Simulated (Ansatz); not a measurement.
Crystal: Mg, bcc type, 1 atom in the cell.

Level of theory: Ansatz 0.2.0 development build, PBE, plane waves, PAW datasets (generated soft set 1).

Cutoff 420 eV; k-mesh 43×43×43 Γ-centred; Fermi–Dirac smearing of 0.0612 eV; no spin polarisation.

(1) What equilibrium volume, lattice constant and bulk modulus does this give?

## Answers

(1) V₀ = 22.924 Å³/atom (a₀ = 3.579 Å), B₀ = 35.1 GPa, B₀′ = 4.06. The points behind the fit:

```tsv
V (Å³/atom)	a (Å)	E − E(min) (meV/atom)	P (GPa)
21.555	3.5064	9.92	2.45
22.014	3.5311	4.24	1.54
22.473	3.5554	1.01	0.73
22.931	3.5795	0.00	-0.01
23.390	3.6032	1.00	-0.68
23.848	3.6266	3.82	-1.28
24.307	3.6497	8.28	-1.83
```

The published all-electron PBE values for this crystal (mean of FLEUR and WIEN2k, k-spacing 0.06 Å⁻¹; Bosoni et al., Nat. Rev. Phys. 6, 45 (2024)) are V₀ = 22.917 Å³/atom, B₀ = 35.1 GPa, B₀′ = 4.07.

The stress includes the program's correction for the finite plane-wave basis.

This cubic structure is a model: it isn't the usual form of the substance at ambient conditions, and such phases are metastable or hypothetical.
